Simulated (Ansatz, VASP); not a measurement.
## One calculation of Zn, two programs

Contents of INCAR:

```
PREC = Accurate
ENCUT = 520
EDIFF = 1E-7
ISMEAR = -1
SIGMA = 0.1
LREAL = False
LASPH = True
NELM = 60
ALGO = Normal
ISIF = 2
LWAVE = False
LCHARG = False
GGA = B5
ALDAX = 1.0
AGGAX = 1.0
AGGAC = 1.0
ALDAC = 0.0
NBANDS = 12
```

Contents of KPOINTS:

```
regular mesh
0
Gamma
  15 15 15
```

POSCAR

```
Zn
1.0
    0.0000000000      1.9465358486      1.9465358486
    1.9465358486      0.0000000000      1.9465358486
    1.9465358486      1.9465358486      0.0000000000
Zn
1
Direct
    0.0000000000      0.0000000000      0.0000000000
```

Input for Ansatz:

```yaml
crystal:
  lattice:
    - [0.0, 1.9465358486, 1.9465358486]
    - [1.9465358486, 0.0, 1.9465358486]
    - [1.9465358486, 1.9465358486, 0.0]
  atoms:
    - { symbol: Zn, position: [0.0, 0.0, 0.0] }
hamiltonian:
  xc: blyp
  pseudopotentials:
    kind: paw
    azcp:
      Zn: "pseudopotentials/Zn.paw.azcp"
basis:
  ecutwfc: 420
  fft_grid_basis: typed
kpoints:
  mp_grid: { grid: [15, 15, 15], shift: [0, 0, 0] }
magnetization:
  spin_polarized: false
scf:
  occupations: { method: fermi_dirac, width: 0.1 }
  lower_state_search: "off"
output:
  stress: true
  write_density: true
  write_potential: true
  elf: true
  volumetric_format: npy
```

Alike in both runs: task single point; functional BLYP; k mesh 15 × 15 × 15; occupations fermi-dirac, width 0.1 eV; no spin polarisation.

```csv
,VASP,Ansatz
version,VASP 6.6.1,Ansatz 0.2.0
potentials or method,"VASP PAW PBE potentials, release 64 (Zn)","plane waves (420 eV) with PAW, scalar-relativistic"
plane-wave cutoff (eV),520,420
valence electrons in the cell,12,12
```

```tsv
	VASP	Ansatz	Ansatz less VASP
pressure (GPa)	8.7	8.3	-0.41
```

Caveats: the PAW data sets were made with another functional, which shifts forces and pressure a little (VASP).
